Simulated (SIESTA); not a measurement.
The system is WC (Qusongite).

```
W C
1.0
     2.90650    0.00000    0.00000
    -1.45325    2.51710    0.00000
     0.00000    0.00000    2.83660
W C
1 1
Direct
  0.00000 0.00000 0.00000
  0.66667 0.33333 0.50000
```

Program: SIESTA 5.4.2. Alike in all runs: task band structure; cell as given; k mesh 10 × 10 × 9; smearing fermi-dirac 0.05 eV; grid cutoff 800 Ry; energy shift 0.003 Ry.

Question: Order these runs on this cell by their pressure, lowest first.
A. level PBE; potentials or basis PseudoDojo 0.4 standard (PBE files), DZP (energy shift 0.003 Ry; two zetas on semicore shells); spin off
B. level PBE; potentials or basis PseudoDojo 0.4 standard (PBE files, fully relativistic), DZP (energy shift 0.003 Ry; two zetas on semicore shells); spin non-collinear, zero start, SOC
C. level PBEsol; potentials or basis PseudoDojo 0.4 standard (PBEsol files), DZP (energy shift 0.003 Ry; two zetas on semicore shells); spin off

Answer: C (2.7 GPa), B (8.6 GPa), A (11.6 GPa).

Caveats: short orbitals over semicore shells can move pressures by several GPa; the basis of atomic orbitals isn't converged, which shifts pressures, moduli and gaps.
